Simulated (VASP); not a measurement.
Wanted: the native input for a VASP 6.6.1 run.

| Quantity | Value |
| --- | --- |
| Task | band structure |
| Functional | PBE |
| Potentials or basis | VASP PAW PBE potentials, release 64 (Zn, Cu, Sn_d, S) |
| Cutoff | 520 eV |
| k mesh | 10 × 10 × 10 |
| Occupations | gaussian, width 0.03 eV |
| Spin | no spin polarisation |
| Further INCAR settings | ALGO = Fast; EDIFF = 1e-06; NBANDS = 46 |

The structure of ZnCu2SnS4 lies in POSCAR:

```
ZnCu2SnS4                               
1.0
   -2.7369816595      2.7369816737      5.4646823178
    2.7369816595     -2.7369816737      5.4646823178
    2.7369816737      2.7369816595     -5.4646823178
  Zn              Cu              Sn              S             
     1     2     1     4
Direct
     0.2500000000000000    0.7500000000000000    0.5000000000000000
     0.0000000000000000    0.0000000000000000    1.0000000000000000
     0.7500000000000000    0.2500000000000000    0.5000000000000000
     0.5000000000000000    0.5000000000000000    1.0000000000000000
     0.3712680302363741    0.8948929042185050    0.0075861211503869
     0.1051070957814950    0.1126932169318891    0.4763751260178833
     0.8873067830681109    0.3636819090859943    0.9924138788496131
     0.6363180909140057    0.6287319697636259    0.5236248739821167
```

These files were run (other wordings do the same):

INCAR

```
SYSTEM = ZnCu2SnS4
PREC = Accurate ; ENCUT = 520
EDIFF = 1E-6 ; ISMEAR = 0
SIGMA = 0.03 ; LREAL = .FALSE.
LASPH = .TRUE. ; NELM = 80
ALGO = Fast ; ISIF = 2
LWAVE = .FALSE. ; LCHARG = .FALSE.
LMAXMIX = 4 ; GGA = PE
NBANDS = 46 ; ICORELEVEL = 1
KPAR = 4
```

KPOINTS

```
Automatic mesh
0
G
  10 10 10
  0 0 0
```

KPOINTS_OPT

```
explicit points
173
Reciprocal
 0.0000000000  0.0000000000  0.0000000000 1
 0.0000000000  0.0000000000  0.0357142857 1
 0.0000000000  0.0000000000  0.0714285714 1
 0.0000000000  0.0000000000  0.1071428571 1
 0.0000000000  0.0000000000  0.1428571429 1
 0.0000000000  0.0000000000  0.1785714286 1
[... 165 lines left out ...]
-0.1254335710  0.1254335710  0.5000000000 1
 0.5000000000  0.5000000000 -0.1254335710 1
```

Potentials or basis: VASP PAW PBE potentials, release 64 (Zn, Cu, Sn_d, S).

Launch:

```sh
$ cat potpaw_PBE.64/Zn/POTCAR potpaw_PBE.64/Cu/POTCAR potpaw_PBE.64/Sn_d/POTCAR potpaw_PBE.64/S/POTCAR > POTCAR
$ mpirun -np 4 vasp_std > vasp.out
```

Results of the run:

- Pressure: 0.0 GPa
- Largest force: 0.004 eV/Å
- Band gap on the k mesh: 0.08 eV, direct
- Band gap along the path: 0.08 eV, direct

Caveat: spin-orbit coupling is left out, which moves the levels of the heavy elements.

It took 7.2 min on 4 MPI ranks on Intel(R) Xeon(R) 6975P-C (Granite Rapids), on a shared host, peak memory 1.6 GiB a rank.
